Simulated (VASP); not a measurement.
C, 4 atoms in the cell. It takes space group Cmme (No. 67, orthorhombic). The conventional cell has a = 2.456 Å, b = 4.254 Å, c = 7.173 Å, α = 90.00°, β = 90.00°, γ = 90.00°. C (site symmetry m) is surrounded by 3 C at 1.42 Å. This is a stacking variant of graphite.

```yaml
Program: VASP 6.6.1
Task: single point
Functional: PBE
Potentials_or_basis: VASP PAW PBE potentials, release 64 (C)
Cutoff: 520 eV
k_mesh: 18 × 18 × 6
Occupations: gaussian, width 0.1 eV
Spin: no spin polarisation
Dipole_correction: no
Further_INCAR_settings: ALGO = Fast; EDIFF = 1e-06; NBANDS = 16
```

Potentials or basis: VASP PAW PBE potentials, release 64 (C).

Launch:

```bash
$ cat potpaw_PBE.64/C/POTCAR > POTCAR
$ mpirun -np 1 vasp_std > vasp.out
```

Hardware: 1 thread of AMD EPYC 7R13 Processor (Zen 3) (shared host).

**Question.** How long does it take, and how much memory?

**Answer.** It took 3 min on 1 thread of AMD EPYC 7R13 Processor (Zen 3), on a shared host, peak memory 0.23 GiB. Counts: scf iterations 15, k points 364.
